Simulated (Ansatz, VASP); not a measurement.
## One calculation of AgCl, two programs

```
CELL_PARAMETERS angstrom
-2.23338 2.23338 2.74934
2.23338 -2.23338 2.74934
2.23338 2.23338 -2.74934
ATOMIC_POSITIONS crystal
Ag 0.00000 0.00000 0.00000
Cl 0.25000 0.75000 0.50000
```

Alike in both runs: task relaxation of cell and atoms; functional PBE; k mesh 8 × 8 × 8; occupations gaussian, width 0.02 eV; no spin polarisation.

|  | VASP | Ansatz |
| --- | --- | --- |
| version | VASP 6.6.1 | Ansatz 0.2.0 |
| potentials or method | VASP PAW PBE potentials, release 64 (Ag, Cl) | scalar-relativistic, plane waves, PAW |
| plane-wave cutoff (eV) | 600 | 420 |
| valence electrons in the cell | 18 | 26 |

|  | VASP | Ansatz | Ansatz less VASP |
| --- | --- | --- | --- |
| gap on the k mesh at the Fermi level, each at its own relaxed structure (eV) | 1.29 | 1.29 | 0.000 |
| relaxed volume (Å³/atom) | 27.71 | 27.80 | +0.091 |
| relaxed cell length with the largest relative difference (Å) | 4.284 | 4.278 | -0.0065 |
| energy change over the relaxation (meV/atom) | -3 | -3 | -0.4 |

The two sets of potentials don't hold the same shells in valence.

A k mesh can miss the band edges. Expect the measured gap to be larger: semilocal functionals such as PBE lack the derivative discontinuity.
